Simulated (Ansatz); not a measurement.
Below is a relaxed structure of ZnSe. The cell was found from a structure generator's guess, not taken from experiment.

Computed with Ansatz, DFT PBE+D3(BJ), scalar-relativistic, plane waves, PAW. Cutoff 420 eV, Γ-centred mesh, Gaussian smearing, no spin polarisation.

Only a and b repeat, and vacuum parts the sheet from its images along c.

```xyz
4
Lattice="4.0375 0.0000 0.0000 -2.0187 3.4966 0.0000 0.0000 0.0000 32.1017" Properties=species:S:1:pos:R:3 pbc="T T F"
Zn    0.0000    2.3310    7.7807
Zn    2.0187    1.1655   11.2193
Se    0.0000    0.0000    7.3804
Se    0.0000    0.0000   11.6196
```

The zero of energy is the elements' standard structures at the same level; no fitted shifts are applied.

Problem. What layer group does it have?

Solution. p-3m1 (No. 72). In-plane cell: a = 4.037 Å, b = 4.037 Å, γ = 120.0°, thickness 4.24 Å between the outermost nuclei. Zn at height 0.40 Å has 3 Se at 2.37 Å; Se at height 0.00 Å has 3 Zn at 2.37 Å.

Problem. How far does it lie from the elements in energy?

Solution. −0.277 eV/atom. A negative formation energy is needed for stability but isn't enough: competing phases decide.

Problem. Is it a metal?

Solution. No, the gap on the 12×12×1 mesh is 1.63 eV.

The last run used a 12×12×1 mesh for its 4-atom cell and Gaussian smearing of 0.02 eV. Kohn–Sham gaps at this level usually fall short of measured ones. A structure relaxed within its symmetry needn't be a true minimum.
